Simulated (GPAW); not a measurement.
# BaTiO3 (Barioperovskite) (Amm2) in GPAW: further runs

Aim: see how the results for BaTiO3 (Barioperovskite) move with the level of theory and the settings. Levels: r2SCAN, TB-mBJ. Tasks: band structure, single point.

All numbers are computed with GPAW 26.7.0; they aren't measurements. Logs are shortened: lines on timing, memory, paths and dates and some standing lists are left out, and cuts for length are marked. The log counts tension as positive stress, the text compression.

**1. The structure**

It takes space group Amm2 (No. 38, orthorhombic). Conventional cell: a = 3.986 Å, b = 5.674 Å, c = 5.690 Å, α = 90.00°, β = 90.00°, γ = 90.00°. Around Ba (site symmetry mm2) lie 12 O at 2.77 to 2.92 Å. Ti (site symmetry mm2) is surrounded by 6 O at 1.93 to 2.09 Å. O (site symmetry m) is surrounded by 2 Ti at 1.93 to 2.09 Å. O (site symmetry mm2) has 2 Ti at 2.00 Å as nearest neighbours.

**2. Band structure, r2SCAN**

File run.py:

```python
from ase import Atoms
from ase.dft.bandgap import bandgap
from ase.io import write
from ase.units import GPa
from gpaw import GPAW, PW

atoms = Atoms(['Ba', 'Ti', 'O', 'O', 'O'],
              cell=[[3.9855, 0.0, 0.0],
                    [0.0, 2.8369, 2.84515],
                    [0.0, -2.8369, 2.84515]],
              scaled_positions=[[0.0, 0.0, 0.0],
                                [0.5, 0.5124, 0.5124],
                                [0.5, 0.99184, 0.50524],
                                [0.5, 0.50524, 0.99184],
                                [0.0, 0.4874, 0.4874]],
              pbc=True)

calc = GPAW(mode=PW(800),
            xc='MGGA_X_R2SCAN+MGGA_C_R2SCAN',
            kpts={'size': (5, 5, 5), 'gamma': True},
            occupations={'name': 'fermi-dirac', 'width': 0.05},
            nbands=36,
            convergence={'density': 1e-05, 'energy': 1e-05},
            maxiter=150,
            txt='gpaw.txt')
atoms.calc = calc
energy = atoms.get_potential_energy()
forces = atoms.get_forces()
stress = atoms.get_stress()
calc.write('gs.gpw')
write('result.traj', atoms)
print(f'Energy: {energy:.6f} eV')
print('Forces (eV/A):')
print(forces.round(4))
print('Stress (GPa):', (stress / GPa).round(3))
print('Fermi level:', round(calc.get_fermi_level(), 4), 'eV')
print(f'Gap: {bandgap(calc)[0]:.4f} eV, direct: {bandgap(calc, direct=True)[0]:.4f} eV')

path = atoms.cell.bandpath('GXSRAZGYX1A1TY,ZT', npoints=60, eps=1e-4)
bs_calc = calc.fixed_density(kpts=path, symmetry='off', nbands=53,
                             convergence={'bands': 'CBM+6.0', 'eigenstates': 1e-6}, txt='bands.txt')
bs = bs_calc.band_structure()
bs.write('bs.json')
print(f'Gap on the path: {bandgap(bs_calc)[0]:.4f} eV')
```

Potentials or basis: GPAW PAW data sets (gpaw-data 1.2.1), pw.

Started as:

```bash
$ OMP_NUM_THREADS=1 python run.py
```

gpaw.txt:

```text
__  _  _
 | _ |_)|_||  |
 |__||  | ||/\| - 26.7.0

Input parameters:
  mode=PW(ecut=800.0),
  convergence={'density': 1e-05, 'energy': 1e-05},
  kpts=MonkhorstPack(size=(5, 5, 5), gamma=True),
  maxiter=150,
  nbands=36,
  occupations=Occupations(name='fermi-dirac', width=0.05),
  xc=XC(name='MGGA_X_R2SCAN+MGGA_C_R2SCAN')

Diagonalizing LCAO Hamiltonian
Converting LCAO to pw mode

              O
            O
        O    Ti

        Ba

Atoms  # Å, Bohr magnetons
|   | symbol |        x |         y |        z |    initial magnetic moments |
|---|--------|----------|-----------|----------|-----------------------------|
| 0 |     Ba | 0.000000 |  0.000000 | 0.000000 | ( 0.0000,  0.0000,  0.0000) |
| 1 |     Ti | 1.992750 |  0.000000 | 2.915710 | ( 0.0000,  0.0000,  0.0000) |
| 2 |      O | 1.992750 |  1.380436 | 4.259417 | ( 0.0000,  0.0000,  0.0000) |
| 3 |      O | 1.992750 | -1.380436 | 4.259417 | ( 0.0000,  0.0000,  0.0000) |
| 4 |      O | 0.000000 | -0.000000 | 2.773452 | ( 0.0000,  0.0000,  0.0000) |

Unit cell  # Å
| periodic |        x |         y |        z |  lengths |    angles |
|----------|----------|-----------|----------|----------|-----------|
|      yes | 3.985500 |  0.000000 | 0.000000 | 3.985500 | 89.833620 |
|      yes | 0.000000 |  2.836900 | 2.845150 | 4.017820 | 90.000000 |
|      yes | 0.000000 | -2.836900 | 2.845150 | 4.017820 | 90.000000 |

Number of symmetries: 4
Symmetry operations  # r_c * U_cc + t_c -> r_c
|   | kind |            matrix            |
|---|------|------------------------------|
| 0 |  E   |  1, 0, 0,  0, 1, 0,  0, 0, 1 |
| 1 |  σ   |  1, 0, 0,  0, 0, 1,  0, 1, 0 |
| 2 |  σ   | -1, 0, 0,  0, 1, 0,  0, 0, 1 |
| 3 |  C2  | -1, 0, 0,  0, 0, 1,  0, 1, 0 |

BZ-sampling:
  Number of BZ points: 125
  Number of IBZ points: 27

  Monkhorst-Pack size: [5, 5, 5]
  Monkhorst-Pack shift: [0, 0, 0]

K-points  # in reciprocal-cell coordinates
|     |                                coordinates |     weight |
|-----|--------------------------------------------|------------|
|   0 | (  0.00000000,   0.00000000,   0.00000000) | 0.00800000 |
|   1 | (  0.00000000,   0.20000000,  -0.20000000) | 0.01600000 |
|   2 | (  0.00000000,   0.20000000,   0.00000000) | 0.03200000 |
|   3 | (  0.00000000,   0.20000000,   0.20000000) | 0.01600000 |
|   4 | (  0.00000000,   0.40000000,  -0.40000000) | 0.01600000 |
|   5 | (  0.00000000,   0.40000000,  -0.20000000) | 0.03200000 |
|   6 | (  0.00000000,   0.40000000,   0.00000000) | 0.03200000 |
|   7 | (  0.00000000,   0.40000000,   0.20000000) | 0.03200000 |
|   8 | (  0.00000000,   0.40000000,   0.40000000) | 0.01600000 |
|   9 | (  0.20000000,   0.00000000,   0.00000000) | 0.01600000 |
| ... |                                            |            |
|  26 | (  0.40000000,   0.40000000,   0.40000000) | 0.03200000 |

Plane wave coefficients: 3330
Cutoff: 800.0 eV

Spin-components: 1 (collinear spins)
Bands:           36
Projectors:      27
Spin-degeneracy: 2
Datatype:        complex128

Parallelization:
  kpt:    1
  domain: 1
  band:   1

Density:
  Valence electrons: 40.0
  Components: 1
  Grid points: [27 27 27]
  Charge: 0.0  # |e|

Potential:
  Grid points: [27 27 27]

species:
  Ba:
    name:    Barium
    Z:       56.0
    valence: 10
    core:    46
    charge:  0.0  # [|e|]
    compensation charges:
      type: gauss
      rc: 0.37  # [Å]
      lmax: 2
    cutoffs:
      filter: 2.06  # [Å]
      core: 2.33  # [Å]
    projectors
    | kind |    occ | energy [eV] | rcut [Å] |
    |------|--------|-------------|----------|
    |   5s |  2.000 |     -33.644 |    1.164 |
    |   6s |  2.000 |      -3.229 |    1.164 |
    |   5p |  6.000 |     -18.744 |    1.164 |
    |    p |        |       0.000 |    1.164 |
    |    d |        |       0.000 |    1.164 |
    |    d |        |      27.211 |    1.164 |

    Using partial waves for Ba as LCAO basis

  Ti:
    name:    Titanium
    Z:       22.0
    valence: 12
    core:    10
    charge:  0.0  # [|e|]
    compensation charges:
      type: gauss
      rc: 0.38  # [Å]
      lmax: 2
    cutoffs:
      filter: 2.23  # [Å]
      core: 1.02  # [Å]
    projectors
    | kind |    occ | energy [eV] | rcut [Å] |
    |------|--------|-------------|----------|
    |   3s |  2.000 |     -62.623 |    1.270 |
    |   4s |  2.000 |      -4.466 |    1.270 |
    |   3p |  6.000 |     -38.862 |    1.058 |
    |   4p |  0.000 |      -1.466 |    1.058 |
    |   3d |  2.000 |      -4.258 |    1.058 |
    |    d |        |      22.953 |    1.058 |

    Using partial waves for Ti as LCAO basis

  O:
    name:    Oxygen
    Z:       8.0
    valence: 6
    core:    2
    charge:  0.0  # [|e|]
    compensation charges:
      type: gauss
      rc: 0.21  # [Å]
      lmax: 2
    cutoffs:
      filter: 1.17  # [Å]
      core: 0.83  # [Å]
    projectors
    | kind |    occ | energy [eV] | rcut [Å] |
    |------|--------|-------------|----------|
    |   2s |  2.000 |     -23.961 |    0.688 |
    |   2p |  4.000 |      -9.029 |    0.598 |
    |    s |        |       3.251 |    0.688 |
    |    p |        |      18.182 |    0.598 |
    |    d |        |       0.000 |    0.619 |

    Using partial waves for O as LCAO basis

Reference energy: -250624.413696  # eV

eigensolver:
  PPCG
  Converge bands: occupied
  niter=2

density mixing:
  MSR1-Mixer
  Pratt-step length: 0.05
  Maximum mixing coefficient: 0.75
  Old densities: 10
  SVD Regularization: 0.005
  Good broyden scale: 1.0
  Trust region scale: 1.0
  Backstep threshold: 4.0
  History deletion threshold: 6.0
  Fourier metric: weight=20.0, sigma=0.015

occupation numbers:
  Fermi-Dirac:
    width: 0.0500  # eV

poisson solver:
  ecut: 6400.0  # eV

xc functional:
  name: MGGA_X_R2SCAN+MGGA_C_R2SCAN with 2 nearest neighbor stencil

convergence criteria:
- Maximum integral of absolute [dens]ity change: 1e-05 electrons / valence electron
- Maximum [total energy] change in last 3 cyles: 1e-05 eV / valence electron
- Maximum integral of absolute [eigenst]ate change: 4e-08 eV^2 / valence electron
maximum number of iterations: 150

SCF iterations
|iter     | |      energy | eigst |  dens |
|---------|-|-------------|-------|-------|
|iter:   1| |  -85.390671 | +0.26 |       |
|iter:   2| |  -67.959823 | -1.30 | -0.86 |
|iter:   3| |  -67.161818 | -0.40 | -0.91 |
|iter:   4| |  -64.245518 | -1.09 | -0.94 |
|iter:   5| |  -64.054190 | -2.17 | -1.50 |
|iter:   6| |  -64.077761 | -2.00 | -1.67 |
|iter:   7| |  -64.009144 | -3.07 | -1.90 |
|iter:   8| |  -64.005671 | -3.79 | -2.52 |
|iter:   9| |  -64.005754 | -5.05 | -3.41 |
|iter:  10| |  -64.005735c| -5.99 | -3.67 |
|iter:  11| |  -64.005736c| -7.14 | -4.13 |
|iter:  12| |  -64.005735c| -7.44c| -4.57 |
|iter:  13| |  -64.005735c| -7.80c| -4.99 |
|iter:  14| |  -64.005735c| -8.82c| -5.82c|

Converged in 14 steps
Energy contributions relative to reference atoms: (reference = -250624.413696)

Energy contributions:
  Kinetic:          28.663120
  Coulomb:         -30.277924
  Zero:             -0.082445
  External:          0.000000
  Xc:              -62.308486
  Entropy:          -0.000000
  Spinorbit:         0.000000
  ----------------------------
  Free energy:     -64.005735
  Extrapolated:    -64.005735

dipole moment: (-35.232709, 0.000000, -19.372570)  # |e|*Ang

Fermi level: 8.276
Eigenvalues  # (at kpt = [0.000, 0.000, 0.000])
| band index |      eig [eV] | occ [0-2] |
|------------|---------------|-----------|
|          0 |       -51.481 |     2.000 |
|        ... |               |           |
|         12 |         4.974 |     2.000 |
|         13 |         4.976 |     2.000 |
|         14 |         6.084 |     2.000 |
|         15 |         6.139 |     2.000 |
|         16 |         6.193 |     2.000 |
|         17 |         6.985 |     2.000 |
[... 8 lines left out ...]
|         26 |        12.996 |     0.000 |
|         27 |        15.634 |     0.000 |
|        ... |               |           |
|         35 |        28.091 |     0.000 |

Gap: 2.386 eV
Transition (v -> c):
  (s=0, k=26, n=19, [0.40, 0.40, 0.40]) -> (s=0, k=0, n=20, [0.00, 0.00, 0.00])
Direct/indirect transitions are different
Direct gap: 2.460 eV
Transition at: (s=0, k=0, n=19, [0.00, 0.00, 0.00])

Forces  # eV/Ang
|        x |        y |        z |
|----------|----------|----------|
|  0.00000 | -0.00000 |  0.16564 |  # Ba   0
|  0.00000 |  0.00000 |  0.17265 |  # Ti   1
| -0.00000 | -0.00487 | -0.29060 |  # O    2
|  0.00000 |  0.00487 | -0.29060 |  # O    3
|  0.00000 |  0.00000 |  0.24685 |  # O    4

Stress tensor  # eV/Ang^3
|         x |         y |         z |
|-----------|-----------|-----------|
| -0.004907 |  0.000000 |  0.000000 |
|  0.000000 | -0.005472 |  0.000000 |
|  0.000000 |  0.000000 | -0.001303 |

# Writing to gs.gpw (mode='')
```

stdout:

```text
Energy: -64.005735 eV
Forces (eV/A):
[[ 0.     -0.      0.1656]
 [ 0.      0.      0.1726]
 [-0.     -0.0049 -0.2906]
 [ 0.      0.0049 -0.2906]
 [ 0.      0.      0.2469]]
Stress (GPa): [-0.786 -0.877 -0.209  0.     0.     0.   ]
Fermi level: 8.2764 eV
Gap: 2.3862 eV, direct: 2.4603 eV
Gap on the path: 2.2539 eV
```

Run time: 16 min. Hardware: 1 thread of Intel Xeon at 2.50GHz (Skylake/Cascade Lake), shared host; peak memory 0.71 GiB.

Results:

```
Free energy             : -64.0057 eV
Pressure                : 0.6 GPa
Largest force           : 0.291 eV/Å
Band gap on the k mesh  : 2.39 eV, indirect (least direct gap 2.46 eV)
Band gap along the path : 2.25 eV, indirect (least direct gap 2.46 eV)
```

Forces on the atoms (eV/Å):
```
Ba   0.000  0.000  0.166
Ti   0.000  0.000  0.173
O    0.000 -0.005 -0.291
O    0.000  0.005 -0.291
O    0.000  0.000  0.247
```

Levels at the corners of the path, in eV from the valence-band top:
| point | band 18 | band 19 | band 20 | band 21 | band 22 | band 23 |
| --- | --- | --- | --- | --- | --- | --- |
| Γ | -0.34 | -0.25 | -0.21 | 2.25 | 2.31 | 2.46 |
| X | -0.92 | -0.88 | -0.13 | 3.91 | 3.98 | 4.35 |
| S | -1.67 | -0.83 | -0.76 | 2.48 | 3.91 | 3.94 |
| R | -0.90 | -0.89 | -0.08 | 3.93 | 3.94 | 4.35 |
| A | -0.05 | -0.01 | 0.00 | 4.55 | 4.59 | 4.60 |
| Z | -1.72 | -0.84 | -0.80 | 2.44 | 3.88 | 3.96 |
| Γ | -0.34 | -0.25 | -0.21 | 2.25 | 2.31 | 2.46 |
| Y | -0.92 | -0.88 | -0.13 | 3.91 | 3.98 | 4.35 |
| X1 | -0.92 | -0.88 | -0.13 | 3.91 | 3.98 | 4.35 |
| A1 | -0.05 | -0.01 | 0.00 | 4.55 | 4.59 | 4.60 |
| T | -0.05 | -0.01 | 0.00 | 4.55 | 4.59 | 4.60 |
| Y | -0.92 | -0.88 | -0.13 | 3.91 | 3.98 | 4.35 |
| Z | -1.72 | -0.84 | -0.80 | 2.44 | 3.88 | 3.96 |
| T | -0.05 | -0.01 | 0.00 | 4.55 | 4.59 | 4.60 |

Caveat: the PAW data sets were made with another functional, which shifts forces and pressure a little; spin-orbit coupling is left out, which moves the levels of the heavy elements; the mesh misses the band edges, which the band path finds closer together. r2SCAN opens gaps a little over a GGA but as a rule still falls short of measured ones.

**3. Single point, TB-mBJ**

File run.py:

```python
from ase import Atoms
from ase.dft.bandgap import bandgap
from ase.io import write
from gpaw import GPAW, PW

atoms = Atoms(['Ba', 'Ti', 'O', 'O', 'O'],
              cell=[[3.9855, 0.0, 0.0],
                    [0.0, 2.8369, 2.84515],
                    [0.0, -2.8369, 2.84515]],
              scaled_positions=[[0.0, 0.0, 0.0],
                                [0.5, 0.5124, 0.5124],
                                [0.5, 0.99184, 0.50524],
                                [0.5, 0.50524, 0.99184],
                                [0.0, 0.4874, 0.4874]],
              pbc=True)

calc = GPAW(mode=PW(800),
            xc='TB09',
            kpts={'size': (5, 5, 5), 'gamma': True},
            occupations={'name': 'fermi-dirac', 'width': 0.05},
            nbands=36,
            convergence={'density': 1e-05, 'energy': 1e-05},
            eigensolver='cg',
            maxiter=150,
            txt='gpaw.txt')
atoms.calc = calc
energy = atoms.get_potential_energy()
calc.write('gs.gpw')
write('result.traj', atoms)
print('Fermi level:', round(calc.get_fermi_level(), 4), 'eV')
print(f'Gap: {bandgap(calc)[0]:.4f} eV, direct: {bandgap(calc, direct=True)[0]:.4f} eV')
```

Potentials or basis: GPAW PAW data sets for LDA (gpaw-data 1.2.1), pw.

Started as:

```bash
$ OMP_NUM_THREADS=1 python run.py
```

It took 5.4 min on 1 thread of Arm Neoverse V1, shared host; peak memory 0.45 GiB.

Results (log left out):

* Band gap on the k mesh: 2.73 eV, indirect (least direct gap 2.84 eV)

Levels at points of the mesh, in eV from the valence-band top:
| k point | band 16 | band 17 | band 18 | band 19 | band 20 | band 21 | band 22 | band 23 | band 24 | band 25 |
| --- | --- | --- | --- | --- | --- | --- | --- | --- | --- | --- |
| (0.00, 0.00, 0.00) | -0.94 | -0.89 | -0.19 | -0.14 | -0.10 | 2.73 | 2.79 | 2.90 | 3.96 | 3.98 |

Caveat: a model potential gives levels but no total energy; the PAW data sets were made with another functional, which shifts forces and pressure a little; spin-orbit coupling is left out, which moves the levels of the heavy elements; an odd mesh through Γ misses points on the zone boundary, where band edges often lie.
